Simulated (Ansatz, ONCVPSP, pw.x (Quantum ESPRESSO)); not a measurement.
# What a changed setting does to a pw.x run (bcc Hf)

Potential: optimised norm-conserving Vanderbilt (ONCV), ONCVPSP 4.0.1.1 (patched build), PBE; core [Kr] 4d10 4f14, reference 5s2 5p6 5d2 6s1.5; waves: 5s+6s: rc 2.10 bohr, ncon 4, nbas 7, qcut 4.1 1/bohr, 2 projectors; 5p: rc 1.70 bohr, ncon 4, nbas 8, qcut 6.6 1/bohr, 2 projectors, debl 3.3 Ha; 5d: rc 2.10 bohr, ncon 4, nbas 7, qcut 4.4 1/bohr, 3 projectors, debl 2.9 Ha; local part: polynomial inside 1.70 bohr (lpopt 3, dvloc0 0 Ha); core correction: Teter function, fcfact 3, rcfact 1.7.

The reference run (k-mesh 13³, cutoffs 80/320 Ry, Fermi–Dirac 0.01 Ry, mixing_beta 0.4, conv_thr 1e-9, no spin) gives -0.80 GPa at 22.374 Å³/atom, where all-electron LAPW gives 0.21 GPa. This run, with its own iteration cap, changes tot_charge to 3, a wrong or extreme entry chosen on purpose.

```
&control
  calculation='scf', prefix='x', pseudo_dir='./', outdir='./tmp', tstress=.true., disk_io='none'
/
&system
  ibrav=0, nat=1, ntyp=1, ecutwfc=80, ecutrho=320, nbnd=14,
  occupations='smearing', smearing='fd', degauss=0.01, tot_charge=3
/
&electrons
  conv_thr=1e-09, mixing_beta=0.4, electron_maxstep=70
/
ATOMIC_SPECIES
Hf 1.0 Hf.UPF
CELL_PARAMETERS angstrom
  -1.77512067 1.77512067 1.77512067
  1.77512067 -1.77512067 1.77512067
  1.77512067 1.77512067 -1.77512067
ATOMIC_POSITIONS crystal
Hf 0.0000 0.0000 0.0000
K_POINTS automatic
13 13 13 0 0 0
```

```bash
pw.x < Hf.scf.in > Hf.scf.out
```

Q: How does the run end?

A: It converges in 8 iterations; the free energy moves by -41.85 eV/atom and the pressure by -329.78 GPa. The cell is charged against a uniform background, so energy and pressure depend on the zero of the potential and are not those of the crystal.

```
Message from routine setup:
     using ibrav=0 with symmetry is DISCOURAGED, use correct ibrav instead
     lattice parameter (alat)  =       5.8102  a.u.
     unit-cell volume          =     150.9872 (a.u.)^3
     number of electrons       =         9.00
     number of Kohn-Sham states=           14
     kinetic-energy cutoff     =      80.0000  Ry
     charge density cutoff     =     320.0000  Ry
     scf convergence threshold =      1.0E-09
     Exchange-correlation= PBE
     number of k points=    84  Fermi-Dirac smearing, width (Ry)=  0.0100
     iteration #  1     ecut=    80.00 Ry     beta= 0.40
     total energy              =    -114.99713301 Ry
     estimated scf accuracy    <       0.98985431 Ry
     iteration #  2     ecut=    80.00 Ry     beta= 0.40
     total energy              =    -114.91307146 Ry
     estimated scf accuracy    <       0.18504641 Ry
     iteration #  3     ecut=    80.00 Ry     beta= 0.40
     total energy              =    -114.94543347 Ry
     estimated scf accuracy    <       0.00092492 Ry
     [... 2 iterations left out ...]
     iteration #  6     ecut=    80.00 Ry     beta= 0.40
     total energy              =    -114.94546721 Ry
     estimated scf accuracy    <       0.00000005 Ry
     iteration #  7     ecut=    80.00 Ry     beta= 0.40
     total energy              =    -114.94546721 Ry
     estimated scf accuracy    <          1.4E-09 Ry
     iteration #  8     ecut=    80.00 Ry     beta= 0.40
     the Fermi energy is    13.5751 ev
!    total energy              =    -114.94546721 Ry
     estimated scf accuracy    <          3.6E-10 Ry
     smearing contrib. (-TS)   =      -0.00375109 Ry
     The total energy is F=E-TS. E is the sum of the following terms:
     one-electron contribution =     -26.32994177 Ry
     hartree contribution      =      14.29460021 Ry
     xc contribution           =     -24.79475116 Ry
     ewald contribution        =     -78.11162341 Ry
     convergence has been achieved in   8 iterations
          total   stress  (Ry/bohr**3)                   (kbar)     P=    -3305.73
     Message from routine punch:
     Nothing written, as per user request (disk_io='none')
```

The run took about 22 s on one core of a shared host (Neoverse-V2, 96 threads, 742 GiB, load 58).
